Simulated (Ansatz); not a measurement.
## AlAs, space group F-43m: a breakdown of dispersion, smearing and cutoff terms, step by step

Program: Ansatz 0.2.0, Python API.

Interactive session:
```pycon
>>> import ansatz as az
>>> MAX_ITERATIONS = 60
>>> MESH = (5, 5, 5)
>>> xtal = (
...     az.Lattice.fcc(5.6608)
...     .space_group(216)
...     .atom('Al', (0.0, 0.0, 0.0))
...     .atom('As', (0.25, 0.25, 0.75))
...     .primitive()
... )
>>> base = (
...     xtal.calculation()
...     .scf(max_iterations=MAX_ITERATIONS)
...     .kpoints(*MESH, shift=0.5)
...     .occupations(az.OccupationsMethod.FIXED)
... )
>>> with_term = base.functional('pbesol', dispersion='d4').basis(420).cutoff_correction(570).run(threads=1, pin='off').report
DeckWarning: crystal.symmetry: narrowed to the stabiliser of the k-point mesh — unitary ops 24 → 6; excluded 18 operations that carry a point of the 5×5×5 mesh (shift [0.5, 0.5, 0.5]) off the mesh [...]
>>> without = base.functional('pbesol').basis(420).run(threads=1, pin='off').report
>>> finer = base.functional('pbesol').basis(570).run(threads=1, pin='off').report
>>> removed = az.free_energy_without(with_term, az.EnergyTerm.DISPERSION)
>>> print(f'dispersion term            {with_term["components"]["e_disp"]:.5f} eV')
dispersion term            -0.38665 eV
>>> print(f'F less dispersion          {removed:.5f} eV, run without it {without["free_energy_ev"]:.5f} eV')
F less dispersion          -5338.44312 eV, run without it -5338.44312 eV
>>> print(f'F less smearing term       {az.free_energy_without(without, az.EnergyTerm.SMEARING):.5f} eV')
F less smearing term       -5338.44312 eV
>>> print(f'estimated gain to 570 eV   {with_term["cutoff_correction"]["energy_ev"]:.5f} eV, found {finer["free_energy_ev"] - without["free_energy_ev"]:.5f} eV')
estimated gain to 570 eV   -0.00102 eV, found -0.00100 eV
```

Notes:
- The settings weren't tested for convergence.
- The structure is a deposited one; some such entries were measured under pressure or heat, so a shift against it needn't be the functional's error alone.
- Warnings are shown shortened and without file and line.
- It ran for 3.7 s on 1 thread of Arm Neoverse V2 (shared host), peak memory 0.36 GiB.

(Lines on the test bed's own set-up are left out of the output.)
